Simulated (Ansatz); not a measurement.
Input and output of a one-shot G0W0 calculation on a 3-atom cell of Se (P3_121) from a materials database (Ansatz, G0W0@PBE with 240 empty bands, a screening cutoff of 120 eV and a 6×6×4 mesh). The geometry is the r2SCAN+rVV10 minimum.

Input (YAML):
```yaml
crystal:
  lattice:
    - [4.2926573531, 0.0, 0.0]
    - [-2.1463286765, 3.7175503175, 0.0]
    - [0.0, 0.0, 5.0408504863]
  atoms:
    - { symbol: Se, position: [0.2284670354, 0.0, 0.3333333333] }
    - { symbol: Se, position: [0.0, 0.2284670354, 0.6666666667] }
    - { symbol: Se, position: [0.7715329646, 0.7715329646, 0.0] }
kpoints:
  mp_grid: { grid: [6, 6, 4] }
hamiltonian:
  xc: pbe
scf:
  occupations: { method: fixed }
gw:
  n_empty_bands: 240
  ecut_chi: 120
  qp_bands: [v2, c2]
  qp_kpoints: band_edges
  screening: { model: contour_deformation }
```

Command: `ansatz run input.yaml --threads 4 --pin off --max-ram 7372MiB --backend cpu --events-out ev --progress --plain --runs-dir out`. Wall time 5.4 min on 4 threads of Arm Neoverse V2, with other jobs on the host, load about 0.5 per core; peak host memory 1.2 GiB.

The output, standing remarks left out:
```
Functional definition: PBE
Crystal: 3 atoms, lattice volume = 80.443 Å³
Basis set: ecut = 420 eV, 1547 PW (Γ)
Bands: 29, of which v1, the nominal top of the filled ones, is band 24 counted from 1 (23 counted from 0)
Symmetry: 6 space group operations
Space group: P3121 (ITA 152)
k-points: 24 of 144 (time reversal used)
SCF 1 converged in 6 iterations: F = -16407.205675 eV  dr2 = 6.02e-8
SCF converged after 6 iterations
Free energy (F): -16407.205675 eV
Fermi energy:    7.073990 eV
--- G₀W₀: contour deformation, 7 samples at zero and on the imaginary axis and 1 off it, 144 q-points, 240 empty bands' worth ---
    ik  band        ε_KS         Σx   Σc(E_QP)       V_xc       Z   E_QP_lin       E_QP  E_QP is
     0    23      5.1295   -17.1304     2.6552   -13.9712  0.6791     4.6089     4.6256  root
     0    24      6.6938   -17.5593     2.0301   -15.0095  0.7183     6.1648     6.1742  root
     0    25      8.8574   -10.9109    -3.9986   -15.1263  0.7224     9.0756     9.0742  root
     0    26      8.8574   -10.9109    -3.9986   -15.1263  0.7224     9.0756     9.0742  root
     2    23      5.6176   -16.8932     2.3306   -14.0646  0.6945     5.1063     5.1197  root
     2    24      5.8869   -17.5110     2.3364   -14.6522  0.7063     5.3529     5.3645  root
     2    25      8.2682   -10.8740    -3.5900   -14.6175  0.7311     8.4223     8.4217  root
     2    26      8.3093    -9.7709    -3.6330   -13.5179  0.7466     8.4236     8.4233  root
     3    23      5.5426   -17.4728     2.1518   -14.8255  0.7036     5.0356     5.0471  root
     3    24      6.4749   -17.3720     2.0130   -14.8469  0.7158     5.9530     5.9628  root
     3    25      8.7872   -10.5234    -3.8486   -14.5504  0.7309     8.9665     8.9656  root
     3    26      8.8822   -10.8193    -3.8966   -14.9079  0.7259     9.0754     9.0743  root
     4    23      5.7400   -17.3325     2.1435   -14.6935  0.7044     5.2334     5.2445  root
     4    24      6.2593   -17.0117     1.8472   -14.6762  0.7158     5.7615     5.7710  root
     4    25      8.5610   -11.0486    -3.5819   -14.7681  0.7299     8.6990     8.6985  root
     4    26      8.6923   -10.1446    -3.7762   -14.0733  0.7374     8.8454     8.8448  root
     5    23      5.6359   -16.9445     2.1262   -14.3390  0.7014     5.1452     5.1566  root
     5    24      5.8997   -17.1645     2.1267   -14.5419  0.7057     5.3928     5.4038  root
     5    25      8.4957   -10.9717    -3.5563   -14.6537  0.7322     8.6218     8.6214  root
     5    26      8.7072   -10.2502    -3.7660   -14.1570  0.7341     8.8486     8.8480  root
     7    23      5.4220   -17.1996     2.0465   -14.6683  0.7040     4.9259     4.9372  root
     7    24      6.1723   -17.3643     2.0344   -14.8279  0.7117     5.6600     5.6703  root
     7    25      8.9212   -10.5412    -3.8086   -14.5083  0.7303     9.0804     9.0797  root
     7    26      9.1956   -10.4827    -3.9190   -14.5706  0.7252     9.3654     9.3644  root
     8    23      5.5087   -16.8717     2.0153   -14.3969  0.7000     5.0384     5.0492  root
     8    24      6.6501   -17.2803     1.4845   -15.3310  0.7261     6.1786     6.1854  root
     8    25      8.6091   -10.9474    -3.4724   -14.5258  0.7351     8.7154     8.7151  root
     8    26      9.2630   -10.5886    -3.9711   -14.7347  0.7218     9.4391     9.4380  root
    11    23      5.3709   -17.0708     2.0418   -14.5426  0.7037     4.8730     4.8845  root
    11    24      6.0845   -17.3834     2.0176   -14.8693  0.7109     5.5779     5.5879  root
    11    25      8.9258   -10.4085    -3.7781   -14.3316  0.7329     9.0714     9.0708  root
    11    26      9.3261   -10.4514    -3.9205   -14.5377  0.7234     9.4929     9.4919  root
    13    23      5.6032   -16.7447     2.1248   -14.1286  0.7032     5.0999     5.1118  root
    13    24      7.0740   -17.1515     1.1347   -15.5832  0.7345     6.6355     6.6405  root
    13    25      8.5890   -11.7115    -3.6024   -15.4835  0.7261     8.7594     8.7586  root
    13    26      9.8795   -10.9544    -4.0151   -15.0931  0.7056    10.0037    10.0030  root
  […]
```

The points are ik 0 = (0, 0, 0) (Γ), ik 2 = (0, 0, -1/2) (A), ik 3 = (0, 1/6, 0), ik 4 = (0, 1/6, 1/4), ik 5 = (0, 1/6, -1/2), ik 7 = (0, 1/3, 0), ik 8 = (0, 1/3, 1/4), ik 11 = (0, -1/2, 0) (M), ik 13 = (0, -1/2, -1/2) (L), ik 19 = (1/6, 1/3, -1/2), ik 23 = (1/3, 1/3, -1/2) (H); band 24 is the last filled one.

G0W0 moves the gap on the mesh from 0.84 eV (PBE) to 1.46 eV (L to H). Renormalisation factors Z lie between 0.68 and 0.75. G0W0 here is at a finite number of bands, screening cutoff and k mesh, not at the basis limit.

No spin polarisation and no zero-point or thermal motion.

Spin-orbit coupling is left out.

For so narrow a gap this mesh doesn't settle the screening, and the bands and cutoff are finite.
